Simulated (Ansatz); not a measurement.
Wanted: the native input for an Ansatz 0.2.0 run.

| Property | Result |
| --- | --- |
| Task | band structure |
| Functional | PBEsol |
| Potentials or basis | Ansatz PAW |
| Cutoff | 420 eV (not typed: the program's choice for these potentials) |
| k mesh | 10 × 10 × 10 |
| Occupations | fermi-dirac, width 0.05 eV |
| Spin | no spin polarisation |
| Path | [["G", "X", "M", "G", "R", "X"], ["M", "R"]] |
| Points for each segment of the path | 14 |

Ga:

```
CELL_PARAMETERS angstrom
2.71648 0.00000 0.00000
0.00000 2.71648 0.00000
0.00000 0.00000 2.71648
ATOMIC_POSITIONS crystal
Ga 0.00000 0.00000 0.00000
```

The cell was built by a generator and needn't be a form met in nature.

One way to write it, as run:

input.yaml

```yaml
crystal:
  lattice:
    - [2.71648, 0.0, 0.0]
    - [0.0, 2.71648, 0.0]
    - [0.0, 0.0, 2.71648]
  atoms:
    - { symbol: Ga, position: [0.0, 0.0, 0.0] }
hamiltonian:
  xc: pbesol
  pseudopotentials: { kind: paw }
kpoints:
  mp_grid: { grid: [10, 10, 10] }
  band_path:
    path:
      - [[0.0, 0.0, 0.0], [0.0, 0.5, 0.0], [0.5, 0.5, 0.0], [0.0, 0.0, 0.0], [0.5, 0.5, 0.5], [0.0, 0.5, 0.0]]
      - [[0.5, 0.5, 0.0], [0.5, 0.5, 0.5]]
    npoints: 14
scf:
  occupations: { method: fermi_dirac, width: 0.05 }
  n_extra_bands: 6
output:
  forces: true
  stress: true
  eigenvalues: true
  fatbands: false
```

Potentials or basis: Ansatz PAW.

The run is started by

```bash
$ ansatz run input.yaml --threads 2 --pin off --max-ram 5632MiB --backend cpu --events-out ev --progress --plain --runs-dir out
```

It gave:

The pressure is -3.1 GPa and the band gap on the k mesh is none (metal or under the smearing width).

Caveat: the PAW data sets come from PBE, with cores solved anew for the run's functional, which leaves a small shift of forces and pressure.

It took 0.83 s on 2 threads of Arm Neoverse V2, with other jobs on the host, peak memory 0.26 GiB.
